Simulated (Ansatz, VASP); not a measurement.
**One calculation of Hf, two programs**

INCAR

```
PREC = Accurate
ENCUT = 520
EDIFF = 1E-6
ISMEAR = -1
SIGMA = 0.05
LREAL = False
LASPH = True
NELM = 80
ALGO = Normal
ISIF = 2
LWAVE = False
LCHARG = False
GGA = PS
NBANDS = 17
```

KPOINTS

```
Automatic mesh
0
Gamma
  13 13 7
```

POSCAR

```
Hf
1.0
    3.1314414681      0.0000000000      0.0000000000
   -1.5657207340      2.7119078618      0.0000000000
    0.0000000000      0.0000000000      4.9545506207
Hf
2
Direct
    0.3333333333      0.6666666667      0.2500000000
    0.6666666667      0.3333333333      0.7500000000
```

Input for Ansatz:

```yaml
crystal:
  lattice:
    - [3.1314414681, 0.0, 0.0]
    - [-1.565720734, 2.7119078618, 0.0]
    - [0.0, 0.0, 4.9545506207]
  atoms:
    - { symbol: Hf, position: [0.3333333333, 0.6666666667, 0.25] }
    - { symbol: Hf, position: [0.6666666667, 0.3333333333, 0.75] }
kpoints:
  mp_grid: { grid: [13, 13, 7] }
  band_path:
    path:
      - [0.0, 0.0, 0.0]
      - [0.5, 0.0, 0.0]
      - [0.3333333333, 0.3333333333, 0.0]
      - [0.0, 0.0, 0.0]
      - [0.0, 0.0, 0.5]
      - [0.5, 0.0, 0.5]
      - [0.3333333333, 0.3333333333, 0.5]
      - [0.0, 0.0, 0.5]
      - [0.5, 0.0, 0.5]
    npoints: 5
scf:
  occupations: { method: fermi_dirac, width: 0.05 }
hamiltonian:
  xc: pbesol
  pseudopotentials: { kind: all_electron, lapw: { basis_error: 0.0005 } }
output:
  forces: true
  stress: true
  eigenvalues: true
```

Change from the starting cell: volume scaled by 0.94.

Alike in both runs: task single point; functional PBEsol; k mesh 13 × 13 × 7; occupations fermi-dirac, width 0.05 eV; no spin polarisation.

|  | VASP | Ansatz |
| --- | --- | --- |
| version | VASP 6.6.1 | Ansatz 0.2.0 |
| potentials or method | VASP PAW PBE potentials, release 64 (Hf_pv) | all-electron LAPW, scalar-relativistic |
| plane-wave cutoff (eV) | 520 | see its input |

```csv
,VASP,Ansatz,Ansatz less VASP
pressure (GPa),2.9,3.3,+0.39
largest component of the traceless stress (GPa),0.15,0.23,+0.089
```

Ansatz ran all-electron here, so the differences hold the error of VASP's frozen core and of both bases.

Caveats: the PAW data sets were made with another functional, which shifts forces and pressure a little (VASP). The runs have no spin-orbit coupling, so splittings on Hf are missing.
